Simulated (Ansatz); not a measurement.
# GaN

Computed with Ansatz (plane waves, PAW, 500 eV cutoff): r²SCAN, scalar-relativistic, no spin polarisation, Γ-centred 8×8×4 mesh, 0.05 eV Gaussian smearing. The datasets are Ansatz's generated set soft_2.

```cif
data_structure
_symmetry_space_group_name_H-M 'P 1'
_symmetry_Int_Tables_number 1
_cell_length_a 3.1827
_cell_length_b 3.1827
_cell_length_c 5.1846
_cell_angle_alpha 90.000
_cell_angle_beta 90.000
_cell_angle_gamma 120.000
_cell_volume 45.48
loop_
_atom_site_label
_atom_site_type_symbol
_atom_site_fract_x
_atom_site_fract_y
_atom_site_fract_z
_atom_site_occupancy
Ga1 Ga 0.33333 0.66667 0.99910 1
Ga2 Ga 0.66667 0.33333 0.49910 1
N1 N 0.33333 0.66667 0.37590 1
N2 N 0.66667 0.33333 0.87590 1
```

The chain of runs began from a cell as deposited in COD, expanded in volume. Of that entry: the entry's cell lengths or inner coordinates differ somewhat from later room-temperature determinations.

Path: Γ–M–K–Γ–A–L–H–A | L–M | H–K, with Γ = (0.000, 0.000, 0.000), M = (0.500, 0.000, 0.000), K = (0.333, 0.333, 0.000), A = (0.000, 0.000, 0.500), L = (0.500, 0.000, 0.500), H = (0.333, 0.333, 0.500) in reciprocal vectors of the calculation's cell.

Task: Is it a metal or an insulator, and if it has a gap, where are the band edges on this path?

Result: An insulator with a gap of 2.35 eV on the path, the valence band topping at Γ and the conduction band bottoming at Γ; the smallest direct gap is 2.35 eV.

Levels between -5 and 3 eV from the Fermi level at the path's named points:
```tsv
point	below E_F (eV)	above E_F (eV)
Γ	-2.24 -2.24 -1.21 -1.18 -1.18	1.18
M	-4.01 -3.42 -2.21	
K	-4.22 -4.22 -3.98	
A	-1.72 -1.72 -1.72 -1.72	
L	-3.18 -3.18 -3.13 -3.13	
H	-2.70 -2.70
```

Formal charges Ga³⁺, N³⁻ balance and leave closed shells on every ion, so a band insulator is expected, and the gap is 2.35 eV.

**What was measured.** “Studying electronic properties in GaN without electrical contacts using γ-γ vs e−-γ Perturbed Angular Correlations”, 2019, pmc:6823545 quotes, for a bulk crystal of GaN: band gap 3.503 ± 0.005 eV (direct).

**Against experiment.** Against the measured gap of GaN, 3.503 eV (direct; quoted in “Studying electronic properties in GaN without electrical contacts using γ-γ vs e−-γ Perturbed Angular Correlations”, 2019, pmc:6823545), the calculated 2.35 eV is off by -1.15 eV. Kohn–Sham gaps of semilocal functionals mostly fall below measured ones. Temperature and excitons aren't in the calculation.

Kohn–Sham gaps of semilocal functionals lie under measured ones, often by a third or more.
